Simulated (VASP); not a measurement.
Set up this calculation in VASP 6.6.1, as the native input.

```yaml
Task: band structure
Functional: PBE
Potentials_or_basis: VASP PAW PBE potentials, release 64 (Mo_sv, Se)
Cutoff: 520 eV
k_mesh: 9 × 9 × 2
Occupations: gaussian, width 0.02 eV
Spin: non-collinear spin, zero start, spin-orbit coupling
Starting_moments: "[[0.0, 0.0, 0.0], [0.0, 0.0, 0.0], [0.0, 0.0, 0.0], [0.0, 0.0, 0.0], [0.0, 0.0, 0.0], [0.0, 0.0, 0.0]] μB"
Further_INCAR_settings: ALGO = Fast; EDIFF = 1e-06
```

The system is MoSe2.

```
Mo Se
1.0
     3.28800    0.00000    0.00000
    -1.64400    2.84749    0.00000
     0.00000    0.00000   12.90000
Mo Se
2 4
Cartesian
  0.0000 1.8983 3.2250
  1.6440 0.9492 9.6750
  0.0000 1.8983 8.0625
  1.6440 0.9492 1.6125
  0.0000 1.8983 11.2875
  1.6440 0.9492 4.8375
```

One way to write it, as run:

POSCAR

```
MoSe2
1.0
    3.2880000000      0.0000000000      0.0000000000
   -1.6440000000      2.8474915300      0.0000000000
    0.0000000000      0.0000000000     12.9000000000
Mo Se
2 4
Direct
    0.3333333300      0.6666666700      0.2500000000
    0.6666666700      0.3333333300      0.7500000000
    0.3333333300      0.6666666700      0.6250000000
    0.6666666700      0.3333333300      0.1250000000
    0.3333333300      0.6666666700      0.8750000000
    0.6666666700      0.3333333300      0.3750000000
```

INCAR.step1

```
SYSTEM = MoSe2
PREC     = Accurate       ! precision mode
ENCUT    = 520            ! plane-wave cutoff, eV
EDIFF    = 1E-6           ! SCF threshold, eV
ISMEAR   = 0              ! smearing method
SIGMA    = 0.02           ! smearing width, eV
LREAL    = .False.        ! projectors in reciprocal space
LASPH    = .True.         ! aspherical terms in the spheres
NELM     = 80             ! most SCF steps
ALGO     = Fast           ! electronic algorithm
ISIF     = 2              ! what is computed and relaxed
LWAVE    = .False.        ! write WAVECAR
LCHARG   = .True.         ! write CHGCAR
LNONCOLLINEAR= .True.         ! non-collinear magnetism
MAGMOM   = 0 0 0 0 0 0 0 0 0 0 0 0 0 0 0 0 0 0 ! initial moments
LORBIT   = 11             ! projections on sites
LSORBIT  = .True.         ! spin-orbit coupling
GGA_COMPAT= .False.      
LMAXMIX  = 4              ! l up to which the mixer works
GGA      = PE             ! functional
```

KPOINTS.step1

```
regular mesh
0
Gamma
  9 9 2
  0 0 0
```

INCAR.step2

```
SYSTEM = MoSe2
PREC     = Accurate       ! precision mode
ENCUT    = 520            ! plane-wave cutoff, eV
EDIFF    = 1E-6           ! SCF threshold, eV
ISMEAR   = 0              ! smearing method
SIGMA    = 0.05           ! smearing width, eV
LREAL    = .False.        ! projectors in reciprocal space
LASPH    = .True.         ! aspherical terms in the spheres
NELM     = 80             ! most SCF steps
ALGO     = Fast           ! electronic algorithm
ISIF     = 2              ! what is computed and relaxed
LWAVE    = .False.        ! write WAVECAR
LCHARG   = .False.        ! write CHGCAR
LNONCOLLINEAR= .True.         ! non-collinear magnetism
MAGMOM   = 0 0 0 0 0 0 0 0 0 0 0 0 0 0 0 0 0 0 ! initial moments
LORBIT   = 11             ! projections on sites
LSORBIT  = .True.         ! spin-orbit coupling
GGA_COMPAT= .False.      
LMAXMIX  = 4              ! l up to which the mixer works
GGA      = PE             ! functional
ICHARG   = 11             ! starting density
```

KPOINTS.step2

```
path GMKGALHA,LM,KH
20
line-mode
reciprocal
 0.0000000000  0.0000000000  0.0000000000  G
 0.5000000000  0.0000000000  0.0000000000  M

 0.5000000000  0.0000000000  0.0000000000  M
 0.3333333333  0.3333333333  0.0000000000  K

 0.3333333333  0.3333333333  0.0000000000  K
 0.0000000000  0.0000000000  0.0000000000  G

 0.0000000000  0.0000000000  0.0000000000  G
 0.0000000000  0.0000000000  0.5000000000  A

 0.0000000000  0.0000000000  0.5000000000  A
 0.5000000000  0.0000000000  0.5000000000  L

 0.5000000000  0.0000000000  0.5000000000  L
 0.3333333333  0.3333333333  0.5000000000  H

 0.3333333333  0.3333333333  0.5000000000  H
 0.0000000000  0.0000000000  0.5000000000  A

 0.5000000000  0.0000000000  0.5000000000  L
 0.5000000000  0.0000000000  0.0000000000  M

 0.3333333333  0.3333333333  0.0000000000  K
 0.3333333333  0.3333333333  0.5000000000  H
```

Potentials or basis: VASP PAW PBE potentials, release 64 (Mo_sv, Se).

Command:

```console
$ cat potpaw_PBE.64/Mo_sv/POTCAR potpaw_PBE.64/Se/POTCAR > POTCAR
$ cp INCAR.step1 INCAR
$ cp KPOINTS.step1 KPOINTS
$ mpirun -np 1 vasp_ncl > vasp.out
$ cp INCAR.step2 INCAR
$ cp KPOINTS.step2 KPOINTS
$ mpirun -np 1 vasp_ncl > vasp.out
```

Results of the run:

```
Net moment : 0.00 μB per cell
```

Caveat: the log is that of the step along the path at fixed density, whose energy, stress, charges and moments have no meaning.

Wall time 28 min on 1 thread of Intel(R) Xeon(R) Platinum 8488C (Sapphire Rapids) (shared host), peak memory 1.6 GiB.
